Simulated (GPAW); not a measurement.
Crystal: HfC.

```xyz
2
Lattice="0.0000 2.3250 2.3250 2.3250 0.0000 2.3250 2.3250 2.3250 0.0000" Properties=species:S:1:pos:R:3 pbc="T T T"
Hf    2.3250    2.3250    2.3250
C     0.0000    0.0000    0.0000
```

Base run:

```yaml
Program: GPAW 26.7.0
Functional: BLYP
Potentials_or_basis: PAW data sets generated in the run's folder for this functional
Cutoff: 800 eV
Basis: pw
k_mesh: 10 × 10 × 10
Occupations: improved-tetrahedron-method
Spin: no spin polarisation
```

Its results: band gap on the k mesh none (metal or under the smearing width); pressure 7.4 GPa.

Q: The run is repeated on the same cell with these changes: functional from BLYP to PBEsol; occupations from improved-tetrahedron-method to gaussian, width 0.02 eV. What comes out?

A: Band gap on the k mesh none (metal or under the smearing width); pressure -5.3 GPa.
